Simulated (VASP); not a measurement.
# FeSi2 (Linzhiite) (P4/mmm) in VASP: notebook, part 2 of 2

VASP 6.6.1. Earlier steps stand in the parts before.

## (4) Electric field gradients, r2SCAN, collinear spin, ferromagnetic start

Contents of INCAR:

```
PREC = Accurate
ENCUT = 520
EDIFF = 1E-7
ISMEAR = -1
SIGMA = 0.05
LREAL = F
LASPH = T
NELM = 150
ALGO = Normal
ISIF = 2
LWAVE = F
LCHARG = F
ISPIN = 2
MAGMOM = 2.5 0 0
LORBIT = 11
LMAXMIX = 4
METAGGA = R2SCAN
LMIXTAU = T
LEFG = T
```

Contents of KPOINTS:

```
regular mesh
0
Gamma
  12 12 7
```

Contents of POSCAR:

```
FeSi2
1.0
    2.6840000000      0.0000000000      0.0000000000
    0.0000000000      2.6840000000      0.0000000000
    0.0000000000      0.0000000000      5.1280000000
Fe Si
1 2
Direct
    0.0000000000      0.0000000000      0.0000000000
    0.5000000000      0.5000000000      0.2700000000
    0.5000000000      0.5000000000      0.7300000000
```

Potentials or basis: VASP PAW PBE potentials, release 64 (Fe, Si).

On the command line:

```bash
cat potpaw_PBE.64/Fe/POTCAR potpaw_PBE.64/Si/POTCAR > POTCAR
mpirun -np 1 vasp_std > vasp.out
```

OUTCAR:

```text
PREC = Accurate
   ENCUT = 520
   EDIFF = 1E-7
   ISMEAR = -1
   LREAL = F
   LASPH = T
   NELM = 150
   ISIF = 2
   ISPIN = 2
   LORBIT = 11
   METAGGA = R2SCAN

 ion  position               nearest neighbor table
   1  0.000  0.000  0.000-   2 2.35   3 2.35   2 2.35   3 2.35   2 2.35   3 2.35   2 2.35   3 2.35

   2  0.500  0.500  0.270-   1 2.35   1 2.35   1 2.35   1 2.35   3 2.36   3 2.77
   3  0.500  0.500  0.730-   1 2.35   1 2.35   1 2.35   1 2.35   2 2.36   2 2.77

  LATTYP: Found a simple tetragonal cell.
 ALAT       =     2.6840000000
 C/A-ratio  =     1.9105812221

  Lattice vectors:

 A1 = (   2.6840000000,   0.0000000000,   0.0000000000)
 A2 = (   0.0000000000,   2.6840000000,   0.0000000000)
 A3 = (   0.0000000000,   0.0000000000,   5.1280000000)

Analysis of symmetry for initial positions (statically):
=====================================================================
 Subroutine PRICEL returns:
 Original cell was already a primitive cell.

 Routine SETGRP: Setting up the symmetry group for a
 simple tetragonal supercell.

 Subroutine GETGRP returns: Found 16 space group operations
 (whereof 16 operations were pure point group operations)
 out of a pool of 16 trial point group operations.

The static configuration has the point symmetry D_4h.

Analysis of symmetry for dynamics (positions and initial velocities):
=====================================================================
 Subroutine PRICEL returns:
 Original cell was already a primitive cell.

 Routine SETGRP: Setting up the symmetry group for a
 simple tetragonal supercell.

 Subroutine GETGRP returns: Found 16 space group operations
 (whereof 16 operations were pure point group operations)
 out of a pool of 16 trial point group operations.

[... 957 lines left out ...]

 VOLUME and BASIS-vectors are now :
 -----------------------------------------------------------------------------
  energy-cutoff  :      520.00
  volume of cell :       36.94
      direct lattice vectors                 reciprocal lattice vectors
     2.684000000  0.000000000  0.000000000     0.372578241  0.000000000  0.000000000
     0.000000000  2.684000000  0.000000000     0.000000000  0.372578241  0.000000000
     0.000000000  0.000000000  5.128000000     0.000000000  0.000000000  0.195007800

 POSITION                                       TOTAL-FORCE (eV/Angst)
 -----------------------------------------------------------------------------------
      0.00000      0.00000      0.00000        -0.000000     -0.000000      0.000000
      1.34200      1.34200      1.38456        -0.000000     -0.000000      0.167242
      1.34200      1.34200      3.74344         0.000000      0.000000     -0.167242
 -----------------------------------------------------------------------------------
    total drift:                                0.000000      0.000000     -0.000000

  FREE ENERGIE OF THE ION-ELECTRON SYSTEM (eV)
  ---------------------------------------------------
  free  energy   TOTEN  =       -32.5636765854 eV

  energy  without entropy=      -32.5562692747  energy(sigma->0) =      -32.55997293

 Electric field gradients (V/A^2)
---------------------------------------------------------------------
 ion       V_xx      V_yy      V_zz      V_xy      V_xz      V_yz
---------------------------------------------------------------------
   1      26.990    26.990   -53.980     0.000    -0.000     0.000
   2      14.149    14.149   -28.298    -0.000    -0.000    -0.000
   3      14.149    14.149   -28.298    -0.000    -0.000    -0.000
---------------------------------------------------------------------

 Electric field gradients after diagonalization (V/A^2)
 (convention: |V_zz| > |V_xx| > |V_yy|)
----------------------------------------------------------------------
 ion       V_xx      V_yy      V_zz     asymmetry (V_yy - V_xx)/ V_zz
----------------------------------------------------------------------
   1      26.990    26.990   -53.980       0.000
   2      14.149    14.149   -28.298       0.000
   3      14.149    14.149   -28.298       0.000
----------------------------------------------------------------------

           NMR quadrupolar parameters

 Cq : quadrupolar parameter    Cq=e*Q*V_zz/h
 eta: asymmetry parameters     (V_yy - V_xx)/ V_zz
 Q  : nuclear electric quadrupole moment in mb (millibarn)
----------------------------------------------------------------------
 ion       Cq(MHz)       eta       Q (mb)
----------------------------------------------------------------------
   1      -0.131       0.000       1.000
   2      -0.068       0.000       1.000
   3      -0.068       0.000       1.000
----------------------------------------------------------------------

 total charge

# of ion       s       p       d       tot
------------------------------------------
    1        0.473   0.731   6.685   7.889
    2        0.723   0.909   0.000   1.632
    3        0.723   0.909   0.000   1.632
--------------------------------------------------
tot          1.918   2.549   6.685  11.152

 magnetization (x)

# of ion       s       p       d       tot
------------------------------------------
    1       -0.001  -0.006   0.186   0.179
    2       -0.001  -0.004   0.000  -0.005
    3       -0.001  -0.004   0.000  -0.005
--------------------------------------------------
tot         -0.004  -0.014   0.186   0.168
```

Run time: 3.3 min. Hardware: 1 thread of Intel Xeon Platinum 8559C (Emerald Rapids), shared host; peak memory 0.22 GiB.

Results:

* Free energy: -32.5637 eV
* Pressure: -0.9 GPa
* Largest force: 0.167 eV/Å
* Band gap on the k mesh: none (metal or under the smearing width)
* Net moment: 0.16 μB per cell
* Site moments: Fe +0.18; Si -0.01 μB
* Valence electrons inside the program's atomic spheres: Fe 7.89; Si 1.63

Forces in eV/Å, atoms in the order of the input:
```
Fe   0.000  0.000  0.000
Si   0.000  0.000  0.167
Si   0.000  0.000 -0.167
```

Electric field gradients, principal values (V/Å²):
```tsv
atom	Vxx	Vyy	Vzz
1 Fe	26.990	26.990	-53.980
2 Si	14.149	14.149	-28.298
3 Si	14.149	14.149	-28.298
```

Caveat: the PAW data sets were made with another functional, which shifts forces and pressure a little.
